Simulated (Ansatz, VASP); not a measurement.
Two plane-wave programs on Ag

The input INCAR:

```
SYSTEM = Ag
ALGO = Normal
EDIFF = 1E-7
ENCUT = 520
GGA = PS
ISIF = 2
ISMEAR = 0
LASPH = .TRUE.
LCHARG = .TRUE.
LELF = .TRUE.
LREAL = .FALSE.
LVHAR = .TRUE.
LWAVE = .FALSE.
NBANDS = 12
NELM = 60
PREC = Accurate
SIGMA = 0.15
```

The input KPOINTS:

```
k-points
0
G
  20 20 20
  0 0 0
```

The input POSCAR:

```
Ag
1.0
    0.0000000000      2.1043930000      2.0124535000
    2.1043930000      0.0000000000      2.0124535000
    2.1043930000      2.1043930000      0.0000000000
Ag
1
Direct
    0.0000000000      0.0000000000      0.0000000000
```

Input for Ansatz:

```yaml
crystal:
  lattice:
    - [0.0, 2.104393, 2.0124535]
    - [2.104393, 0.0, 2.0124535]
    - [2.104393, 2.104393, 0.0]
  atoms:
    - { symbol: Ag, position: [0.0, 0.0, 0.0] }
basis:
  ecutwfc: 420
kpoints:
  mp_grid: { grid: [20, 20, 20] }
hamiltonian:
  xc: pbesol
scf:
  occupations: { method: gaussian, width: 0.15 }
output:
  forces: true
  stress: true
  eigenvalues: true
  write_density: true
  write_potential: true
  elf: true
  volumetric_format: npy
```

Change from the starting cell: strain +0.030 along x and y, -0.015 along z, atoms carried along.

Alike in both runs: task single point; functional PBEsol; k mesh 20 × 20 × 20; occupations gaussian, width 0.15 eV; no spin polarisation.

|  | VASP | Ansatz |
| --- | --- | --- |
| version | VASP 6.6.1 | Ansatz 0.2.0 |
| potentials or method | VASP PAW PBE potentials, release 64 (Ag) | scalar-relativistic, plane waves, PAW |
| plane-wave cutoff (eV) | 520 | 420 |
| valence electrons in the cell | 11 | 19 |

VASP gave:

* gap on the k mesh at the Fermi level (eV): none
* pressure (GPa): -6.7
* largest component of the traceless stress (GPa): 0.89

Q: Estimate Ansatz's values.

A: gap on the k mesh at the Fermi level (eV): none; pressure (GPa): -6.6; largest component of the traceless stress (GPa): 0.90.

A gap of «none» marks a metal or a gap that the smearing closes. The two sets of potentials don't hold the same shells in valence.

Caveats: the PAW data sets were made with another functional, which shifts forces and pressure a little (VASP).
